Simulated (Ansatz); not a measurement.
# The polar optical mode of ZnSe at 16 GPa, worked through

The calculation used DFT LDA, scalar-relativistic, plane waves, PAW (Ansatz). Plane waves to 420 eV; Γ-centred k mesh 10×10×10; fixed occupations. No spin polarisation. Phonons by linear response, acoustic sum rule imposed.

The cell, relaxed at 16 GPa:
```
Zn Se
1.0
     0.00000    2.64235    2.64235
     2.64235    0.00000    2.64235
     2.64235    2.64235    0.00000
Zn Se
1 1
Direct
  0.00000 0.00000 0.00000
  0.75000 0.75000 0.75000
```

The real crystal has changed phase below this pressure. The run warned that the force constants aren't converged on this k mesh, so the frequencies and all that is formed from them are rough.

Linear response gives ν_TO = 280.0 cm⁻¹, Born charges ±1.718 e (positive on Zn) and ε∞ = 7.278. The primitive cell holds 36.898 Å³, and the masses are 65.380 and 78.971 amu.

**Question.** Find ν_LO and the static dielectric constant.

**Answer.** The long-wave field adds a restoring force: ω_LO² − ω_TO² = Z*²e²/(ε_vac ε∞ μV). In these units ν_LO² − ν_TO² = 4.92064×10⁷ Z*²/(μ V ε∞) cm⁻², with μ = m₁m₂/(m₁ + m₂) = 35.768 amu: 15118 cm⁻². So ν_LO = √(280.0² + 15118) = 305.8 cm⁻¹, and the run gives 305.8. Lyddane–Sachs–Teller then gives ε0 = ε∞ (ν_LO/ν_TO)² = 8.68, against 8.68 in the run (it forms both from the same three quantities, so the match checks the arithmetic only). Between ν_TO and ν_LO the dielectric function is negative and an undamped crystal reflects fully: a reststrahlen band from 32.7 to 35.7 μm.

**Question.** What do the Clausius–Mossotti polarisability and the Szigeti charge come to?

**Answer.** With the Lorentz local field, α = (3V/4π)(ε∞ − 1)/(ε∞ + 2) = 5.96 Å³ for the pair, and e_S = 3Z*/(ε∞ + 2) = 0.56 e. The Born charge includes the electrons' response to the dipole's own local field, and e_S takes that enhancement out. The Lorentz field assumes point-like polarisable ions, a poor picture once ε∞ is this large, since the electron clouds then overlap or are shared, so both numbers are formal here.

**Question.** How strongly does a slow electron couple to the LO mode?

**Answer.** For one isotropic parabolic band, Fröhlich's constant is α_F = (1/ε∞ − 1/ε0) √(m* Ry/ħω_LO), with Ry = 13.606 eV, ħω_LO = 37.9 meV and m* in free-electron masses: α_F = 0.0222 × 18.94 × √m* = 0.42 √m*. The band mass isn't part of this run; for m* = 0.1, 0.3 and 1 it gives 0.13, 0.23, 0.42. In weak coupling the polaron lies α_F ħω_LO below the band edge (9 meV at m* = 0.3) with a mass m*(1 + α_F/6); past α_F of about 5 or 6 that expansion fails. A semilocal functional's ε∞ tends to be too large, which taken alone lowers α_F.

Cost: 1 run of about 1.5 core-minutes, on Arm Neoverse V2 (shared hosts).

The polar response of compressed ZnSe is mainly electronic: ε∞ = 7.278 already supplies most of the static constant of about 8.68, and the lattice adds only a modest share. This fits partly covalent sp³ bonding, in which polarisable valence electrons screen the field set up by the Zn and Se sublattices moving against each other. The Born charge of 1.718 e is sizeable but stays below the formal valence of two, so there is no sign of the anomalously large dynamical charges found in many ferroelectric oxides. The field therefore stiffens the longitudinal mode only moderately, because the short-range bond forces already provide most of its restoring force.

The same small difference between fast and static screening keeps the Fröhlich coupling weak, probably even for a band mass as heavy as that of a free electron. A conduction electron in ZnSe is much lighter, which suggests a large, mobile polaron rather than self-trapping by this mode. With a single pressure computed, the results can't show whether compression makes the bond less polar.
